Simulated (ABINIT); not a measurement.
A run of ABINIT 10.8.3 (patched build) is set up as follows.

The input run.abi:

```
# Pseudopotentials
pp_dirpath "./"
pseudos "Al.GGA_PBE-JTH.xml"

# Structure
acell 5.208220536 5.208220536 5.208220536
rprim
    -0.5773502692     0.5773502692     0.5773502692
     0.5773502692    -0.5773502692     0.5773502692
     0.5773502692     0.5773502692    -0.5773502692
ntypat 1
znucl 13
natom 1
typat 1
xred
     0.0000000000     0.0000000000     0.0000000000

# Plane-wave basis
ecut 489.804952 eV
pawecutdg 36.0
pawxcdev 0

# k points
kptopt 1
ngkpt 12 12 12
nshiftk 1
shiftk 0.0 0.0 0.0

# Exchange and correlation
ixc 23

# Bands and occupations
nband 6
occopt 3
tsmear 0.05 eV

# SCF cycle
nstep 100
tolvrs 1.0e-9

# Output
iomode 3
prtwf 0
prtden 0
prteig 0
prtebands 0
enunit 1
```

Potentials or basis: JTH PAW PBE v2.0.

Run with:

```bash
$ abinit run.abi > log 2>&1
```

Task: What does it give for the pressure?

Result: 2.8 GPa.

Task: Predict the band gap on the k mesh.

Result: None (metal or under the smearing width).

Caveat: the PAW data sets were made with another functional, which shifts forces and pressure a little.
